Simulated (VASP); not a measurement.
# LiH in VASP: one cell, several levels of theory, part 2 of 2

The system is LiH, a lower-symmetry cell derived from the zincblende prototype, a generated structure that needn't be the ground state.

VASP 6.6.1, plane waves, PAW. The steps go on from the part before.

## (3) r2SCAN

The input, INCAR:

```
ENCUT = 520.000000
SIGMA = 0.020000
EDIFF = 1.00e-07
ALGO = Normal
METAGGA = R2SCAN
PREC = Accurate
IBRION = -1
ISIF = 2
ISMEAR = -1
NBANDS = 9
NELM = 120
NSW = 0
LASPH = .TRUE.
LCHARG = .TRUE.
LELF = .TRUE.
LWAVE = .FALSE.
LREAL = .FALSE.
```

The input, KPOINTS:

```
KPOINTS created by Atomic Simulation Environment
0
Gamma
8 8 8
0 0 0
```

The input, POSCAR:

```
Li H
 1.0000000000000000
    -0.0028000000000000    2.0501000000000000    2.0228000000000002
     2.1105000000000000   -0.0406000000000000    2.0606000000000000
     2.1770999999999998    2.1545000000000001   -0.1071000000000000
 Li  H
   1   1
Cartesian
  0.0473446400000000  0.0435738700000000  0.0285381600000000
  1.0677846300000000  1.1054344400000002  0.9310598200000001
```

Run with:

```
mpirun -np 1 vasp_std
```

Standard output, without the iteration lines:

```text
POSCAR found type information on POSCAR LiH
 POSCAR found :  2 types and       2 ions
 -----------------------------------------------------------------------------
|                                                                             |
|                                                                             |
|     You enforced a specific xc type in the INCAR file but a different       |
|     I HOPE YOU KNOW WHAT YOU ARE DOING!                                     |
|                                                                             |
 -----------------------------------------------------------------------------

 LDA part: xc-table for (None), standard interpolation
 POSCAR, INCAR and KPOINTS ok, starting setup
 FFT: planning ... GRIDC
 FFT: planning ... GRID_SOFT
 FFT: planning ... GRID
 WAVECAR not read
 entering main loop
```

OSZICAR:

```text
N       E                     dE             d eps       ncg     rms          rms(c)
DAV:   1    -0.138038231111E+01   -0.13804E+01   -0.15242E+03  4696   0.426E+02
DAV:   2    -0.727537801616E+01   -0.58950E+01   -0.58628E+01  6576   0.648E+01
DAV:   3    -0.739847868878E+01   -0.12310E+00   -0.12303E+00  5681   0.760E+00
DAV:   4    -0.739965425555E+01   -0.11756E-02   -0.11754E-02  6323   0.652E-01
DAV:   5    -0.739966110510E+01   -0.68495E-05   -0.68495E-05  5736   0.392E-02    0.322E+00
DAV:   6    -0.673749059796E+01    0.66217E+00   -0.22386E-01  5231   0.271E+00    0.179E+00
DAV:   7    -0.667058624300E+01    0.66904E-01   -0.30909E-01  4709   0.230E+00    0.312E-01
DAV:   8    -0.667327439605E+01   -0.26882E-02   -0.97351E-03  5536   0.676E-01    0.167E-01
DAV:   9    -0.667451741426E+01   -0.12430E-02   -0.29588E-03  4776   0.525E-01    0.309E-02
DAV:  10    -0.667447500740E+01    0.42407E-04   -0.12385E-04  5626   0.914E-02    0.139E-02
DAV:  11    -0.667428358297E+01    0.19142E-03   -0.12295E-04  4907   0.139E-01    0.613E-03
DAV:  12    -0.667419294726E+01    0.90636E-04   -0.26162E-05  5390   0.639E-02    0.415E-03
DAV:  13    -0.667416045389E+01    0.32493E-04   -0.41740E-05  4863   0.756E-02    0.876E-04
DAV:  14    -0.667416543030E+01   -0.49764E-05   -0.27424E-07  5277   0.614E-03    0.462E-04
DAV:  15    -0.667416792737E+01   -0.24971E-05   -0.91777E-08  4946   0.365E-03    0.153E-04
DAV:  16    -0.667416795625E+01   -0.28876E-07   -0.21954E-08  2414   0.183E-03
   1 F= -.66741680E+01 E0= -.66741680E+01  d E =-.680409E-14
```

From OUTCAR:

```text
k-points           NKPTS =    260   k-points in BZ     NKDIM =    260   number of bands    NBANDS=      9

   NELECT =       4.0000    total number of electrons

   dimension x,y,z NGX =    24 NGY =   24 NGZ =   24
   dimension x,y,z NGXF=    48 NGYF=   48 NGZF=   48

  energy-cutoff  :      520.00
  volume of cell :       19.05
      direct lattice vectors                 reciprocal lattice vectors
    -0.002800000  2.050100000  2.022800000    -0.232826435  0.247365040  0.243338450
     2.110500000 -0.040600000  2.060600000     0.240305596 -0.231163581  0.234616034
     2.177100000  2.154500000 -0.107100000     0.226072815  0.224410160 -0.227125897

 k-points in reciprocal lattice and weights: KPOINTS created by Atomic Simulation Env
   0.00000000  0.00000000  0.00000000       0.002
   0.12500000  0.00000000 -0.00000000       0.004
   0.25000000  0.00000000 -0.00000000       0.004
   0.37500000  0.00000000 -0.00000000       0.004
   0.50000000  0.00000000 -0.00000000       0.002
  -0.00000000  0.12500000  0.00000000       0.004
   0.12500000  0.12500000 -0.00000000       0.004
   0.25000000  0.12500000 -0.00000000       0.004
[... 252 more k-points ...]

 E-fermi :  -1.2560

 k-point     1 :       0.0000    0.0000    0.0000
  band No.  band energies     occupation
      1     -46.4698      2.00000
      2      -5.6266      2.00000
      3      12.2664      0.00000
      4      16.5188      0.00000
      5      17.5474      0.00000
      6      18.0558      0.00000
      7      18.1570      0.00000
      8      19.3691      0.00000
      9      20.3170      0.00000

 k-point     2 :       0.1250    0.0000   -0.0000
  band No.  band energies     occupation
      1     -46.4654      2.00000
      2      -5.3598      2.00000
      3      11.0388      0.00000
      4      15.0568      0.00000
      5      15.8568      0.00000
      6      16.7773      0.00000
      7      19.5571      0.00000
      8      21.0954      0.00000
      9      23.9891      0.00000

 k-point     3 :       0.2500    0.0000   -0.0000
  band No.  band energies     occupation
      1     -46.4547      2.00000
      2      -4.5829      2.00000
      3       7.6792      0.00000
      4      14.1374      0.00000
      5      15.1175      0.00000
      6      16.0013      0.00000
      7      20.0544      0.00000
      8      20.6197      0.00000
      9      22.3794      0.00000

 k-point     4 :       0.3750    0.0000   -0.0000
  band No.  band energies     occupation
      1     -46.4441      2.00000
      2      -3.4594      2.00000
      3       4.5613      0.00000
      4      13.8201      0.00000
      5      14.7059      0.00000
      6      15.8878      0.00000
      7      18.3692      0.00000
      8      19.1339      0.00000
      9      22.1742      0.00000

 k-point     5 :       0.5000    0.0000   -0.0000
  band No.  band energies     occupation
      1     -46.4397      2.00000
      2      -2.7525      2.00000
      3       3.1544      0.00000
      4      13.7600      0.00000
      5      14.6490      0.00000
      6      15.7849      0.00000
      7      17.6296      0.00000
      8      18.5413      0.00000
      9      22.5126      0.00000

 k-point     6 :      -0.0000    0.1250    0.0000
  band No.  band energies     occupation
      1     -46.4660      2.00000
      2      -5.3633      2.00000
      3      10.6061      0.00000
      4      14.9475      0.00000
      5      16.4276      0.00000
      6      17.1459      0.00000
      7      19.6196      0.00000
      8      21.5382      0.00000
      9      23.1883      0.00000

 k-point     7 :       0.1250    0.1250   -0.0000
  band No.  band energies     occupation
      1     -46.4643      2.00000
      2      -5.2781      2.00000
      3      10.7480      0.00000
      4      14.1728      0.00000
      5      15.0120      0.00000
      6      17.3496      0.00000
      7      20.5660      0.00000
      8      21.4791      0.00000
      9      22.9461      0.00000

 k-point     8 :       0.2500    0.1250   -0.0000
  band No.  band energies     occupation
      1     -46.4556      2.00000
      2      -4.6733      2.00000
      3       8.6873      0.00000
      4      12.6484      0.00000
      5      14.1462      0.00000
      6      16.7909      0.00000
      7      19.1876      0.00000
      8      21.7047      0.00000
      9      23.7848      0.00000

 k-point     9 :       0.3750    0.1250   -0.0000
  band No.  band energies     occupation
      1     -46.4449      2.00000
      2      -3.6428      2.00000
      3       5.5854      0.00000
      4      12.0970      0.00000
      5      13.5614      0.00000
      6      15.5455      0.00000
      7      19.4931      0.00000
      8      21.6126      0.00000
      9      23.1821      0.00000

 k-point    10 :       0.5000    0.1250   -0.0000
  band No.  band energies     occupation
      1     -46.4387      2.00000
      2      -2.6670      2.00000
      3       3.5163      0.00000
      4      12.1224      0.00000
      5      12.7268      0.00000
      6      15.3291      0.00000
      7      19.6577      0.00000
      8      20.5593      0.00000
      9      24.0479      0.00000

 k-point    11 :      -0.3750    0.1250    0.0000
  band No.  band energies     occupation
      1     -46.4404      2.00000
      2      -2.9132      2.00000
      3       3.9627      0.00000
      4      11.6656      0.00000
      5      13.4982      0.00000
      6      15.7131      0.00000
      7      19.1274      0.00000
      8      20.2616      0.00000
      9      24.6467      0.00000

 k-point    12 :      -0.2500    0.1250    0.0000
  band No.  band energies     occupation
      1     -46.4491      2.00000
      2      -4.0111      2.00000
      3       6.4404      0.00000
      4      11.8355      0.00000
      5      14.8599      0.00000
      6      16.2721      0.00000
      7      19.2102      0.00000
      8      20.1829      0.00000
      9      23.6069      0.00000

 k-point    13 :      -0.1250    0.1250    0.0000
  band No.  band energies     occupation
      1     -46.4597      2.00000
      2      -4.9237      2.00000
      3       9.1433      0.00000
      4      13.3855      0.00000
      5      15.2869      0.00000
      6      17.2487      0.00000
      7      19.5229      0.00000
      8      21.2111      0.00000
      9      22.2788      0.00000

[... the tables of k-points 14 to 260 left out ...]

  Total        0.0964842      0.1463008      0.1088935      0.0483470      0.4602108      0.1763414
  in kB        8.1149246     12.3048124      9.1586223      4.0662843     38.7066039     14.8314104
  external PRESSURE =       9.8594531 kB  Pullay stress =       0.0000000 kB

 POSITION                                       TOTAL-FORCE (eV/Angst)
 -----------------------------------------------------------------------------------
      0.04734      0.04357      0.02854        -0.270949     -0.063555     -0.203554
      1.06778      1.10543      0.93106         0.270949      0.063555      0.203554
 -----------------------------------------------------------------------------------
    total drift:                               -0.020322      0.009041     -0.033857

  FREE ENERGIE OF THE ION-ELECTRON SYSTEM (eV)
  ---------------------------------------------------
  free  energy   TOTEN  =        -6.6741679562 eV

  energy  without entropy=       -6.6741679562  energy(sigma->0) =       -6.67416796
```

Hardware: 1 MPI rank of Intel Xeon 6975P-C, shared host.

Gap with r2SCAN: 4.44 eV, valence top at (0.50, -0.25, 0.25), conduction bottom at (0.00, 0.50, 0.00) among the points of the k mesh. Least direct gap: 5.38 eV. The pressure is 0.99 GPa, and the largest force is 0.345 eV/Å, on atom 1 (Li).

## (4) What came out

What follows sums up all 2 parts.

```
 level  gap (eV)  pressure (GPa)  largest force (eV/Å)  Ansatz: gap (eV)  Ansatz: pressure (GPa)  Ansatz: force (eV/Å)
   PBE     3.87*            1.17                 0.319              3.87                    1.30                 0.313
r2SCAN     4.44*            0.99                 0.345              4.38                    1.42                 0.324
```

A star marks a gap among the mesh's points alone.

**Reading.** The gap spans 3.87 eV (PBE) to 4.44 eV (r2SCAN). Forces up to 0.34 eV/Å (r2SCAN) show atoms off their equilibrium places at that level; the least is 0.319 eV/Å (PBE). Each program uses its own PAW datasets and cutoff.
